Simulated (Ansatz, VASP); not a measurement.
**I: VASP beside Ansatz**

File INCAR:

```
  PREC = Accurate
  ENCUT = 520
  EDIFF = 1E-6
  ISMEAR = -1
  SIGMA = 0.05
  LREAL = F
  LASPH = T
  NELM = 100
  ALGO = Normal
  ISIF = 2
  LWAVE = F
  LCHARG = F
  GGA = PS
  NBANDS = 10
```

File KPOINTS:

```
Automatic mesh
0
Gamma
  14 14 14
```

File POSCAR:

```
I
1.0
    0.0000000000      2.2849428863      2.2849428863
    2.2849428863      0.0000000000      2.2849428863
    2.2849428863      2.2849428863      0.0000000000
I
1
Direct
    0.0000000000      0.0000000000      0.0000000000
```

Input for Ansatz:

```yaml
crystal:
  lattice:
    - [0.0, 2.2849428863, 2.2849428863]
    - [2.2849428863, 0.0, 2.2849428863]
    - [2.2849428863, 2.2849428863, 0.0]
  atoms:
    - { symbol: I, position: [0.0, 0.0, 0.0] }
kpoints:
  mp_grid: { grid: [14, 14, 14] }
scf:
  occupations: { method: fermi_dirac, width: 0.05 }
hamiltonian:
  xc: pbesol
  pseudopotentials: { kind: all_electron, lapw: { basis_error: 0.001 } }
output:
  forces: true
  stress: true
  eigenvalues: true
  populations: true
```

Change from the starting cell: volume scaled by 0.75, LAPW.

Alike in both runs: task single point; functional PBEsol; k mesh 14 × 14 × 14; occupations fermi-dirac, width 0.05 eV; no spin polarisation.

|  | VASP | Ansatz |
| --- | --- | --- |
| version | VASP 6.6.1 | Ansatz 0.2.0 |
| potentials or method | VASP PAW PBE potentials, release 64 (I) | all-electron LAPW, scalar-relativistic |
| plane-wave cutoff (eV) | 520 | see its input |

```tsv
	VASP	Ansatz	Ansatz less VASP
pressure (GPa)	20.4	20.4	+0.03
```

Ansatz ran all-electron here, so the differences hold the error of VASP's frozen core and of both bases.

Caveats: so large a pressure means that the cell lies far from this level's equilibrium, or that cutoff or potentials fall short (VASP); the potentials were made for another functional, which shifts forces and pressure (VASP); an odd number of electrons without spin polarisation forces a metal; a magnetic or distorted state may lie lower. The runs have no spin-orbit coupling, so splittings on I are missing.
